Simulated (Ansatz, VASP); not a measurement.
**Two plane-wave programs on SnO**

Contents of INCAR:

```
PREC = Accurate ; ENCUT = 520
EDIFF = 1E-6 ; ISMEAR = -1
SIGMA = 0.02 ; LREAL = False
LASPH = True ; NELM = 100
ALGO = Normal ; ISIF = 2
LWAVE = False ; LCHARG = True
GGA = PE ; LELF = True
LVHAR = True ; NBANDS = 17
```

File KPOINTS:

```
Automatic mesh
0
Gamma
  8 8 8
```

The input POSCAR:

```
SnO
1.0
    0.0000000000      2.6113065733      2.4698925578
    2.6113065733      0.0000000000      2.4698925578
    2.6113065733      2.6113065733      0.0000000000
Sn O
1 1
Direct
    0.0000000000      0.0000000000      0.0000000000
    0.5000000000      0.5000000000      0.5000000000
```

Input for Ansatz:

```yaml
crystal:
  lattice:
    - [0.0, 2.6113065733, 2.4698925578]
    - [2.6113065733, 0.0, 2.4698925578]
    - [2.6113065733, 2.6113065733, 0.0]
  atoms:
    - { symbol: Sn, position: [0.0, 0.0, 0.0] }
    - { symbol: O, position: [0.5, 0.5, 0.5] }
kpoints:
  mp_grid: { grid: [8, 8, 8] }
  band_path:
    path:
      - [0.0, 0.0, 0.0]
      - [0.5, 0.0, 0.5]
      - [0.625, 0.25, 0.625]
      - [0.375, 0.375, 0.75]
      - [0.5, 0.5, 0.5]
      - [0.5, 0.25, 0.75]
      - [0.5, 0.425, 0.575]
      - [-0.085286, 0.073893, 0.492839]
      - [0.1014, 0.143229, -0.426839]
    npoints: 1
hamiltonian:
  xc: pbe
scf:
  occupations: { method: fermi_dirac, width: 0.02 }
  n_extra_bands: 4
output:
  forces: true
  stress: true
  eigenvalues: true
```

Change from the starting cell: epitaxial_xy strain +2.9%.

Alike in both runs: task single point; functional PBE; k mesh 8 × 8 × 8; occupations fermi-dirac, width 0.02 eV; no spin polarisation.

|  | VASP | Ansatz |
| --- | --- | --- |
| version | VASP 6.6.1 | Ansatz 0.2.0 |
| potentials or method | VASP PAW PBE potentials, release 64 (Sn_d, O) | plane waves, PAW |
| plane-wave cutoff (eV) | 520 | 420 |
| valence electrons in the cell | 20 | 20 |

```tsv
	VASP	Ansatz	Ansatz less VASP
gap on the k mesh at the Fermi level (eV)	0.75	0.75	+0.002
pressure (GPa)	-0.2	-0.1	+0.08
largest component of the traceless stress (GPa)	2.88	2.83	-0.048
```

Caveats: spin-orbit coupling is left out, which moves the levels of the heavy elements. A k mesh can miss the band edges.
